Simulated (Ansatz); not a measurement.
# The valence band of KZnF3 as photoemission sees it, part 2 of 3

What would valence photoemission of KZnF3 look like, and what sets its shape?

Ansatz 0.2.0; DFT, PBE, plane-wave PAW, default files, scalar-relativistic (the session's first sound run).

So far. Step 2 (The base run): At this lattice the functional leaves a pressure of 4.6 GPa, which widens the bands against the functional's own equilibrium.

## (3) With LDA

This step: DFT, LDA, plane-wave PAW, default files, scalar-relativistic (Ansatz 0.2.0).

The run is repeated with LDA on the same cell, to see how much the levels hang on the functional.

Contents of input.yaml:

```yaml
crystal:
  lattice:
    - [4.05, 0.0, 0.0]
    - [0.0, 4.05, 0.0]
    - [0.0, 0.0, 4.05]
  atoms:
    - { symbol: Zn, position: [0.5, 0.5, 0.5] }
    - { symbol: K, position: [0.0, 0.0, 0.0] }
    - { symbol: F, position: [0.5, 0.0, 0.5] }
    - { symbol: F, position: [0.0, 0.5, 0.5] }
    - { symbol: F, position: [0.5, 0.5, 0.0] }
kpoints:
  mp_grid: { grid: [6, 6, 6] }
  band_path:
    path:
      - [[0.0, 0.0, 0.0], [0.0, 0.5, 0.0], [0.5, 0.5, 0.0], [0.0, 0.0, 0.0], [0.5, 0.5, 0.5], [0.0, 0.5, 0.0]]
      - [[0.5, 0.5, 0.5], [0.5, 0.5, 0.0]]
    npoints: 15
scf:
  occupations: { method: fermi_dirac, width: 0.02 }
  n_extra_bands: 14
hamiltonian:
  xc: lda
  pseudopotentials: { kind: paw }
output:
  forces: true
  stress: true
  dos:
    projected: true
    de: 0.05
    e_range: [-36, 12]
    nscf_kmesh: { grid: [12, 12, 12] }
  fatbands: true
```

On the command line:

```sh
$ ansatz run input.yaml --threads 2 --pin off --max-ram 4096MiB --backend cpu --events-out ev --progress --plain --runs-dir out
```

Numbers of over 12 decimals in the logs are rounded to 6 here.

The log of the run:

```text
[...]
Crystal: 5 atoms, lattice volume = 66.430 Å³
Basis set: ecut = 420 eV, 1309 PW (Γ)
Bands: 35, of which v1, the nominal top of the filled ones, is band 21 counted from 1 (20 counted from 0)
Symmetry: 48 space group operations
[...]
k-points: 20 of 216
[...]
SCF iter   1: F=—  HF=-7128.435967 eV  |F-HF|=—  |Δ(HF+E_count)|=         —  Δρ=2.07e-2  dr2=1.97e-1  ethr=1.77e-3  ⟨swp⟩=6.0  Hψ=3494  notcnv=0  defer=27
[...]
SCF iter   7: F=-7128.375181 eV  HF=-7128.375181 eV  |F-HF|=3.77e-9  |Δ(HF+E_count)|=   3.78e-7  Δρ=5.00e-6  dr2=2.37e-8  ethr=2.38e-10  ⟨swp⟩=9.5  Hψ=3550  notcnv=0
SCF 1 converged in 7 iterations: F = -7128.375181 eV  dr2 = 2.37e-8
[...]
NSCF: frozen V_eff on 92 k-points
[...]
SCF converged after 7 iterations
Free energy (F): -7128.375181 eV
[...]
Internal energy: -7128.375181 eV  (E = F + TS)
E sigma→0 (E₀):  -7128.375181 eV
Fermi energy:    5.573778 eV
[...]
--- Stress (GPa, compression-positive) ---
       -4.795233       0.000000       0.000000
        0.000000      -4.795233       0.000000
        0.000000       0.000000      -4.795233
  P = ⅓ Tr σ = -4.7952 GPa (-47.952 kbar)
--- Band table (eV; the first three rows and the last of 20) ---
  k-point 0: bands = [... 17 lower, 1.7353, 1.9435, 1.9435, 1.9435, 7.3623, 12.2515, 12.2515, 12.8205, ... 10 higher]
  k-point 1: bands = [... 17 lower, 1.7648, 1.9004, 1.9569, 1.9569, 7.9091, 12.4382, 12.4823, 13.1205, ... 10 higher]
  k-point 2: bands = [... 17 lower, 1.7732, 2.0042, 2.0249, 2.0249, 9.1938, 12.3080, 12.9707, 14.2737, ... 10 higher]
  k-point 19: bands = [... 17 lower, 2.3271, 2.3271, 3.7298, 3.7298, 11.9945, 11.9945, 11.9945, 13.7853, ... 10 higher]
```

It took 8.1 s on 2 threads of Intel Xeon Platinum 8488C (Sapphire Rapids), shared host; peak memory 0.42 GiB.

Numbers from this step:

- free energy: -7128.3752 eV
- Fermi energy: 5.574 eV
- pressure: -4.795 GPa
- gap on the k-mesh: 3.632 eV
- share of occupied states in no projected shell: 0.0047 of the occupied states in the window
- gap on the path: 3.632 eV
- least direct gap on the path: 5.419 eV

The electronic bands at the labelled points (eV, zero at the valence-band maximum; v1 is the highest filled band, c1 the lowest empty one):

| point | v4 | v3 | v2 | v1 | c1 |
| --- | --- | --- | --- | --- | --- |
| Γ | -1.99 | -1.79 | -1.79 | -1.79 | 3.63 |
| 0.47 of the way | -1.96 | -1.81 | -1.75 | -1.75 | 4.64 |
| X | -1.97 | -1.66 | -1.66 | -1.63 | 6.43 |
| 0.47 of the way | -1.87 | -1.71 | -1.61 | -0.72 | 6.93 |
| M | -1.76 | -1.76 | -1.42 | 0.00 | 7.91 |
| 0.47 of the way | -1.85 | -1.78 | -1.77 | -0.92 | 5.82 |
| Γ | -1.99 | -1.79 | -1.79 | -1.79 | 3.63 |
| 0.47 of the way | -1.97 | -1.74 | -1.14 | -1.14 | 5.99 |
| R | -1.40 | -1.40 | 0.00 | 0.00 | 8.27 |
| 0.53 of the way | -1.69 | -1.57 | -1.22 | -0.59 | 7.27 |
| X | -1.97 | -1.66 | -1.66 | -1.63 | 6.43 |
| jump to R | -1.40 | -1.40 | 0.00 | 0.00 | 8.27 |
| 0.53 of the way | -1.66 | -1.41 | -1.07 | 0.00 | 8.04 |
| M | -1.76 | -1.76 | -1.42 | 0.00 | 7.91 |

Of the projections kept (Zn s, Zn d, K s, K p, F s, F p, not projected), the largest for each band there; the rest of the weight can lie on other orbitals:

| point | v4 | v3 | v2 | v1 | c1 |
| --- | --- | --- | --- | --- | --- |
| Γ | F p 1.00 | F p 0.99 | F p 0.99 | F p 0.99 | Zn s 0.47 |
| X | F p 0.99 | F p 0.79 | F p 0.79 | Zn d 0.56 | Zn s 0.72 |
| M | F p 0.76 | F p 0.76 | F p 1.00 | F p 0.60 | Zn s 0.66 |
| Γ | F p 1.00 | F p 0.99 | F p 0.99 | F p 0.99 | Zn s 0.47 |
| R | F p 1.00 | F p 1.00 | F p 0.60 | F p 0.60 | not projected 1.00 |
| X | F p 0.99 | F p 0.79 | F p 0.79 | Zn d 0.56 | Zn s 0.72 |

Side by side:

| quantity | this run | base run | difference |
| --- | --- | --- | --- |
| gap on the path (eV) | 3.6325 | 3.8625 | -0.230 |
| least direct gap on the path (eV) | 5.4187 | 5.6892 | -0.270 |
| gap on the k-mesh (eV) | 3.6325 | 3.8625 | -0.230 |

The two runs differ clearly in the gap on the k-mesh: 3.63 eV against 3.86 eV.

At this level the gap is 3.63 eV on the path.

## (4) With PBEsol

This step: DFT, PBEsol, plane-wave PAW, default files, scalar-relativistic (Ansatz 0.2.0).

The run is repeated with PBEsol on the same cell, to see how much the levels hang on the functional.

input.yaml: that of step 3 with these lines changed.

```diff
@@ -22,3 +22,3 @@
 hamiltonian:
-  xc: lda
+  xc: pbesol
   pseudopotentials: { kind: paw }
```

The log of the run:

```text
[...]
Crystal: 5 atoms, lattice volume = 66.430 Å³
Basis set: ecut = 420 eV, 1309 PW (Γ), exchange–correlation on 60×60×60 points (8 copies of the dense FFT grid, shifted against one another)
Bands: 35, of which v1, the nominal top of the filled ones, is band 21 counted from 1 (20 counted from 0)
Symmetry: 48 space group operations
[...]
k-points: 20 of 216
[...]
SCF iter   1: F=—  HF=-7202.679511 eV  |F-HF|=—  |Δ(HF+E_count)|=         —  Δρ=1.45e-2  dr2=8.72e-2  ethr=1.77e-3  ⟨swp⟩=6.0  Hψ=3498  notcnv=0  defer=29
[...]
SCF iter   7: F=-7202.652439 eV  HF=-7202.652439 eV  |F-HF|=8.78e-9  |Δ(HF+E_count)|=   7.22e-7  Δρ=4.43e-6  dr2=1.43e-8  ethr=2.38e-10  ⟨swp⟩=9.7  Hψ=3611  notcnv=0
SCF 1 converged in 7 iterations: F = -7202.652439 eV  dr2 = 1.43e-8
[...]
SCF converged after 7 iterations
Free energy (F): -7202.652439 eV
[...]
Internal energy: -7202.652439 eV  (E = F + TS)
E sigma→0 (E₀):  -7202.652439 eV
Fermi energy:    5.976080 eV
[...]
--- Stress (GPa, compression-positive) ---
        0.141345       0.000000       0.000000
       -0.000000       0.141345       0.000000
        0.000000       0.000000       0.141345
  P = ⅓ Tr σ = 0.1413 GPa (1.413 kbar)
--- Band table (eV; the first three rows and the last of 20) ---
  k-point 0: bands = [... 17 lower, 2.0591, 2.2673, 2.2673, 2.2673, 7.8045, 12.7309, 12.7309, 13.3946, ... 10 higher]
  k-point 1: bands = [... 17 lower, 2.0916, 2.2462, 2.2839, 2.2839, 8.3488, 12.9229, 12.9573, 13.6786, ... 10 higher]
  k-point 2: bands = [... 17 lower, 2.1011, 2.3602, 2.3602, 2.3813, 9.6336, 12.8029, 13.4363, 14.7928, ... 10 higher]
  k-point 19: bands = [... 17 lower, 2.6442, 2.6442, 4.0921, 4.0921, 12.4303, 12.4303, 12.4303, 14.2704, ... 10 higher]
```

Elapsed: 8.8 s, on 2 threads; peak memory 0.44 GiB.

Numbers from this step:

```yaml
free_energy: -7202.6524 eV
fermi_energy: 5.976 eV
pressure: 0.1413 GPa
gap_on_the_k_mesh: 3.712 eV
share_of_occupied_states_in_no_projected_shell: 0.0046 of the occupied states in the window
gap_on_the_path: 3.712 eV
least_direct_gap_on_the_path: 5.537 eV
```

Electronic bands along the path, in eV, zero at the valence-band maximum; v1 is the highest filled band, c1 the lowest empty one:

| point | v4 | v3 | v2 | v1 | c1 |
| --- | --- | --- | --- | --- | --- |
| Γ | -2.03 | -1.82 | -1.82 | -1.82 | 3.71 |
| 0.47 of the way | -1.99 | -1.81 | -1.78 | -1.78 | 4.72 |
| X | -2.00 | -1.68 | -1.68 | -1.61 | 6.51 |
| 0.47 of the way | -1.89 | -1.73 | -1.64 | -0.72 | 7.01 |
| M | -1.78 | -1.78 | -1.47 | 0.00 | 7.99 |
| 0.47 of the way | -1.87 | -1.82 | -1.79 | -0.92 | 5.90 |
| Γ | -2.03 | -1.82 | -1.82 | -1.82 | 3.71 |
| 0.47 of the way | -1.99 | -1.78 | -1.15 | -1.15 | 6.07 |
| R | -1.45 | -1.45 | 0.00 | 0.00 | 8.34 |
| 0.53 of the way | -1.72 | -1.61 | -1.23 | -0.58 | 7.35 |
| X | -2.00 | -1.68 | -1.68 | -1.61 | 6.51 |
| jump to R | -1.45 | -1.45 | 0.00 | 0.00 | 8.34 |
| 0.53 of the way | -1.69 | -1.46 | -1.06 | 0.00 | 8.12 |
| M | -1.78 | -1.78 | -1.47 | 0.00 | 7.99 |

Of the projections kept (Zn s, Zn d, K s, K p, F s, F p, not projected), the largest for each band there; the rest of the weight can lie on other orbitals:

| point | v4 | v3 | v2 | v1 | c1 |
| --- | --- | --- | --- | --- | --- |
| Γ | F p 1.00 | F p 0.99 | F p 0.99 | F p 0.99 | Zn s 0.47 |
| X | F p 0.99 | F p 0.77 | F p 0.77 | Zn d 0.57 | Zn s 0.73 |
| M | F p 0.75 | F p 0.75 | F p 1.00 | F p 0.59 | Zn s 0.66 |
| Γ | F p 1.00 | F p 0.99 | F p 0.99 | F p 0.99 | Zn s 0.47 |
| R | F p 1.00 | F p 1.00 | F p 0.59 | F p 0.59 | not projected 1.00 |
| X | F p 0.99 | F p 0.77 | F p 0.77 | Zn d 0.57 | Zn s 0.73 |

The DOS has structure finer than the step of the table below, so its rows give means over 2 eV, whole bins alone (the curve runs from -28.3 to 13.9 eV). Peaks (eV: height): total -26.8: 20, -20.9: 25.9, -10.4: 34.7, -1.7: 19.4; F 2p -4.1: 5.42, -2.0: 13.3, -1.7: 16.3; Zn 3d -5.2: 2.59, -3.9: 6.79, -2.0: 4.46, -1.7: 2.84; K 3p -10.4: 34.0; Zn 4s -21.2: 0.471, -5.6: 0.330, 6.6: 0.476, 10.8: 0.244.

* holds the states left over by the projection beside any projected weight of its own, shared among the starred shells. The DOS by E, zero at the valence-band maximum; means over each step; 7 of 10 lines; values in states/eV/cell:

| E (eV) | total | F 2p | Zn 3d | K 3p | Zn 4s | K 4p* | K 4s |
| --- | --- | --- | --- | --- | --- | --- | --- |
| -26 | 1.000 | 0.00140 | 4.7e-5 | 0 | 0.00121 | 0 | 0.00649 |
| -24 | 0 | 0 | 0 | 0 | 0 | 0 | 0 |
| -22 | 1.20 | 8.3e-4 | 0.00350 | 0.00194 | 0.0639 | 0 | 0.0429 |
| -20 | 1.80 | 0.00156 | 0.0162 | 0.00134 | 0.00227 | 0 | 0.0104 |
| -18 | 0 | 0 | 0 | 0 | 0 | 0 | 0 |
| -16 | 0 | 0 | 0 | 0 | 0 | 0 | 0 |
| -14 | 0 | 0 | 0 | 0 | 0 | 0 | 0 |
| -12 | 0 | 0 | 0 | 0 | 0 | 0 | 0 |
| -10 | 3.00 | 0.0375 | 0.00217 | 2.95 | 0.00207 | 2.5e-4 | 0.00376 |
| -8 | 0 | 0 | 0 | 0 | 0 | 0 | 0 |
| -6 | 1.41 | 0.813 | 0.472 | 0 | 0.112 | 0.00418 | 1.6e-4 |
| -4 | 4.64 | 1.93 | 2.62 | 0 | 0.0199 | 0.0341 | 0.0127 |
| -2 | 7.17 | 5.44 | 1.56 | 0 | 0.0265 | 0.0490 | 0.0389 |
| 0 | 0.773 | 0.449 | 0.312 | 0 | 0.00350 | 0.00283 | 4.7e-5 |
| 2 | 0 | 0 | 0 | 0 | 0 | 0 | 0 |
| 4 | 0.0795 | 0.00599 | 6.6e-5 | 0 | 0.0359 | 9.5e-4 | 0.0220 |
| 6 | 0.508 | 0.0760 | 0.00175 | 0 | 0.273 | 0.0108 | 0.0893 |
| 8 | 0.870 | 0.0814 | 9.9e-4 | 0 | 0.257 | 0.161 | 0.188 |
| 10 | 3.00 | 0.0685 | 5.2e-4 | 0 | 0.155 | 1.18 | 0.400 |
| 12 | 3.38 | 0.0382 | 5.8e-4 | 0 | 0.0352 | 1.59 | 0.124 |

Simulated valence spectra by photon energy, shown to 13 eV, since a deeper line would dwarf them at some energies; the 100 % can be that line's tail at the edge; this run's widths, added to any smearing of the DOS itself: Gaussian 0.6 eV, Lorentzian 0.1 eV plus 0.05 an eV of depth. The intensity by binding energy, zero at the valence-band maximum; values in % of the maximum within 13 eV:

| binding energy (eV) | 21.2 eV | 100 eV | 1486.7 eV | 9251.7 eV |
| --- | --- | --- | --- | --- |
| -1.0 | 0.725 | 0.959 | 1.08 | 0.811 |
| -0.5 | 1.47 | 1.98 | 2.15 | 1.28 |
| 0.0 | 6.63 | 9.50 | 10.2 | 4.63 |
| 0.5 | 12.8 | 18.2 | 19.4 | 8.94 |
| 1.0 | 20.6 | 25.1 | 24.1 | 11.9 |
| 1.5 | 65.7 | 63.7 | 49.0 | 23.1 |
| 2.0 | 97.6 | 98.8 | 79.9 | 37.5 |
| 2.5 | 49.5 | 58.1 | 54.4 | 26.8 |
| 3.0 | 17.0 | 31.0 | 37.3 | 17.1 |
| 3.5 | 18.9 | 50.6 | 67.9 | 27.9 |
| 4.0 | 36.9 | 78.7 | 99.1 | 41.0 |
| 4.5 | 33.1 | 55.6 | 64.2 | 29.3 |
| 5.0 | 22.7 | 36.2 | 41.4 | 23.1 |
| 5.5 | 17.1 | 24.7 | 27.7 | 22.9 |
| 6.0 | 8.96 | 11.0 | 11.9 | 14.7 |
| 6.5 | 2.91 | 3.79 | 4.63 | 5.67 |
| 7.0 | 1.20 | 1.90 | 2.91 | 3.26 |
| 7.5 | 0.728 | 1.36 | 2.61 | 3.08 |
| 8.0 | 0.511 | 1.18 | 2.86 | 3.60 |
| 8.5 | 0.385 | 1.23 | 3.78 | 4.92 |
| 9.0 | 0.304 | 1.65 | 6.20 | 8.17 |
| 9.5 | - | 3.34 | 14.4 | 18.9 |
| 10.0 | - | 10.2 | 46.9 | 61.1 |
| 10.5 | - | 16.1 | 74.9 | 97.5 |
| 11.0 | - | 7.16 | 32.9 | 43.1 |
| 11.5 | - | 2.37 | 10.5 | 14.2 |
| 12.0 | - | 1.17 | 5.01 | 7.15 |
| 12.5 | - | 0.754 | 3.12 | 4.81 |

Spectra as before, but with a recipe of its own (widths, and in some runs the light), which changes peak heights and what is resolved: Gaussian 0.6 eV, Lorentzian 0.1 eV plus 0.05 times the binding energy, unpolarised light, analyser at 45°, Fermi edge at 20 K; some photon energies differ too.

The two runs compared:

| quantity | this run | base run | difference |
| --- | --- | --- | --- |
| gap on the path (eV) | 3.7124 | 3.8625 | -0.150 |
| least direct gap on the path (eV) | 5.5372 | 5.6892 | -0.152 |
| gap on the k-mesh (eV) | 3.7124 | 3.8625 | -0.150 |

The two runs differ clearly in the gap on the path: 3.71 eV against 3.86 eV.

At this level the gap is 3.71 eV on the path.

## (5) A coarser DOS mesh

This step: DFT, PBE, plane-wave PAW, default files, scalar-relativistic (Ansatz 0.2.0).

A coarser mesh is cheaper; this run shows what it does to the DOS. The DOS is also smeared by Gaussians here, in place of tetrahedra.

input.yaml, the sections that differ from step 4:

```yaml
kpoints:
  mp_grid: { grid: [6, 6, 6] }
hamiltonian:
  xc: pbe
  pseudopotentials: { kind: paw }
output:
  forces: true
  stress: true
  dos:
    projected: true
    de: 0.05
    e_range: [-36, 12]
    nscf_kmesh: { grid: [4, 4, 4] }
    method: { smearing: { sigma: 0.1, scheme: gaussian } }
# crystal, scf: as in step 4
```

The log of the run:

```text
[...]
Crystal: 5 atoms, lattice volume = 66.430 Å³
Basis set: ecut = 420 eV, 1309 PW (Γ), exchange–correlation on 60×60×60 points (8 copies of the dense FFT grid, shifted against one another)
Bands: 35, of which v1, the nominal top of the filled ones, is band 21 counted from 1 (20 counted from 0)
Symmetry: 48 space group operations
[...]
k-points: 20 of 216
[...]
SCF iter   1: F=—  HF=-7286.256981 eV  |F-HF|=—  |Δ(HF+E_count)|=         —  Δρ=5.63e-4  dr2=6.31e-5  ethr=1.77e-3  ⟨swp⟩=6.0  Hψ=3470  notcnv=0  defer=29
[...]
SCF iter   6: F=-7286.257620 eV  HF=-7286.257620 eV  |F-HF|=6.20e-8  |Δ(HF+E_count)|=   2.48e-7  Δρ=1.28e-5  dr2=6.85e-8  ethr=2.38e-10  ⟨swp⟩=8.2  Hψ=3479  notcnv=0
SCF 1 converged in 6 iterations: F = -7286.257620 eV  dr2 = 6.85e-8
[...]
SCF converged after 6 iterations
Free energy (F): -7286.257620 eV
[...]
Internal energy: -7286.257620 eV  (E = F + TS)
E sigma→0 (E₀):  -7286.257620 eV
Fermi energy:    6.179783 eV
[...]
--- Stress (GPa, compression-positive) ---
        4.553769       0.000000       0.000000
        0.000000       4.553769       0.000000
       -0.000000       0.000000       4.553769
  P = ⅓ Tr σ = 4.5538 GPa (45.538 kbar)
--- Band table (eV; the first three rows and the last of 20) ---
  k-point 0: bands = [... 17 lower, 2.1864, 2.3941, 2.3941, 2.3941, 8.0833, 12.9606, 12.9606, 13.6841, ... 10 higher]
  k-point 1: bands = [... 17 lower, 2.2193, 2.3841, 2.4106, 2.4106, 8.6193, 13.1570, 13.1819, 13.9586, ... 10 higher]
  k-point 2: bands = [... 17 lower, 2.2304, 2.4861, 2.4861, 2.5324, 9.8897, 13.0574, 13.6496, 15.0447, ... 10 higher]
  k-point 19: bands = [... 17 lower, 2.7623, 2.7623, 4.2208, 4.2208, 12.7008, 12.7008, 12.7008, 14.5026, ... 10 higher]
```

Elapsed: 2.6 s, on 2 threads; peak memory 0.4 GiB.

This step gave:

```yaml
free_energy: -7286.2576 eV
fermi_energy: 6.180 eV
pressure: 4.554 GPa
gap_on_the_k_mesh: 3.862 eV
share_of_occupied_states_in_no_projected_shell: 0.0043 of the occupied states in the window
```

## (6) Other settings

This step: DFT, PBE, plane-wave PAW, default files, scalar-relativistic; changed: scf.occupations.method = "tetrahedron_uncorrected" (Ansatz 0.2.0).

Some settings are changed to see whether the read-outs move.

input.yaml, the sections that differ from step 5:

```yaml
scf:
  occupations: { method: tetrahedron_uncorrected }
  n_extra_bands: 14
output:
  forces: true
  stress: true
  dos:
    projected: true
    de: 0.05
    e_range: [-36, 12]
    nscf_kmesh: { grid: [12, 12, 12] }
# crystal, kpoints, hamiltonian: as in step 5
```

The log of the run:

```text
[...]
Crystal: 5 atoms, lattice volume = 66.430 Å³
Basis set: ecut = 420 eV, 1309 PW (Γ), exchange–correlation on 60×60×60 points (8 copies of the dense FFT grid, shifted against one another)
Bands: 35, of which v1, the nominal top of the filled ones, is band 21 counted from 1 (20 counted from 0)
Symmetry: 48 space group operations
[...]
k-points: 20 of 216
[...]
SCF iter   1: F=—  HF=-7286.256981 eV  |F-HF|=—  |Δ(HF+E_count)|=         —  Δρ=5.63e-4  dr2=6.31e-5  ethr=1.77e-3  ⟨swp⟩=6.0  Hψ=3482  notcnv=0  defer=27
[...]
SCF iter   6: F=-7286.257620 eV  HF=-7286.257620 eV  |F-HF|=6.15e-8  |Δ(HF+E_count)|=   2.47e-7  Δρ=1.28e-5  dr2=6.85e-8  ethr=2.38e-10  ⟨swp⟩=6.2  Hψ=3279  notcnv=0
SCF 1 converged in 6 iterations: F = -7286.257620 eV  dr2 = 6.85e-8
[...]
SCF converged after 6 iterations
Free energy (F): -7286.257620 eV
[...]
Internal energy: -7286.257620 eV  (E = F + TS)
E sigma→0 (E₀):  -7286.257620 eV
Fermi energy:    4.220777 eV
[...]
--- Stress (GPa, compression-positive) ---
        4.553770       0.000000       0.000000
        0.000000       4.553770       0.000000
       -0.000000       0.000000       4.553770
  P = ⅓ Tr σ = 4.5538 GPa (45.538 kbar)
--- Band table (eV; the first three rows and the last of 20) ---
  k-point 0: bands = [... 17 lower, 2.1864, 2.3941, 2.3941, 2.3941, 8.0833, 12.9606, 12.9606, 13.6841, ... 10 higher]
  k-point 1: bands = [... 17 lower, 2.2193, 2.3841, 2.4106, 2.4106, 8.6193, 13.1570, 13.1819, 13.9586, ... 10 higher]
  k-point 2: bands = [... 17 lower, 2.2304, 2.4861, 2.4861, 2.5324, 9.8897, 13.0574, 13.6496, 15.0447, ... 10 higher]
  k-point 19: bands = [... 17 lower, 2.7623, 2.7623, 4.2208, 4.2208, 12.7008, 12.7008, 12.7008, 14.5026, ... 10 higher]
```

Wall time 5.3 s (2 threads); peak memory 0.41 GiB; 7.6 s of CPU time.

Numbers from this step:

- Fermi energy: 4.221 eV
- gap on the k-mesh: 3.863 eV

The two runs compared:

| quantity | this run | base run | difference |
| --- | --- | --- | --- |
| gap on the k-mesh (eV) | 3.8625 | 3.8625 | 4.8e-7 |

The gap on the k-mesh moves by 0.00 eV at most against the base run, and the converged energy is the same to the last digits.

[end of part 2 of 3]

[Logs are printed without paths, hosts, clocks, repeated set-up lines and the standing remarks that a program may print on its own settings, such as how far it seeks lower states.]

[Hosts, paths, dates, database ids (printed as entryN), source tags and the programs' standing remarks are cut or masked in the printed files.]

[Maps of the electrostatic potential energy from Ansatz leave out the sawtooth potential of an applied field or a dipole correction, so their vacuum need not be flat; work functions include it.]

[Peak lists hold at most the 14 tallest peaks of each spectrum; further lines can be left out.]
